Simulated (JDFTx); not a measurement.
BN:

```xyz
2
Lattice="0.0000 1.8130 1.8130 1.8130 0.0000 1.8130 1.8130 1.8130 0.0000" Properties=species:S:1:pos:R:3 pbc="T T T"
N     0.9065    0.9065    0.9065
B     0.0000    0.0000    0.0000
```

The cell is a database's computed one.

Base run:

| Property | Result |
| --- | --- |
| Program | JDFTx 1.7.0 (patched build) |
| Functional | PBEsol |
| Potentials or basis | PseudoDojo-SR-PBEsol-0.4.1-standard with smoothed tails |
| Cutoff | 1143 eV |
| Density cutoff | 9143 eV |
| k mesh | 13 × 13 × 13 |
| Occupations | fermi-dirac, width 0.05 eV |
| Spin | no spin polarisation |

Its results: band gap on the k mesh 4.41 eV, indirect (least direct gap 8.78 eV); pressure -5.7 GPa.

After a change of settings the same cell gave: band gap on the k mesh 4.48 eV, indirect (least direct gap 8.70 eV); pressure -13.9 GPa. Which change was it?
A. occupations from fermi-dirac, width 0.05 eV to gaussian, width 0.05 eV
B. functional from PBEsol to r2SCAN; potentials or basis from PseudoDojo-SR-PBEsol-0.4.1-standard with smoothed tails to SG15-PBE-1.2 with smoothed tails; cutoff from 1143 eV to 1361 eV; density cutoff from 9143 eV to 10885 eV
C. functional from PBEsol to LDA; potentials or basis from PseudoDojo-SR-PBEsol-0.4.1-standard with smoothed tails to PseudoDojo-SR-LDA-0.4.1-standard with smoothed tails

C.

Caveats: an odd mesh through Γ misses points on the zone boundary, where band edges often lie.
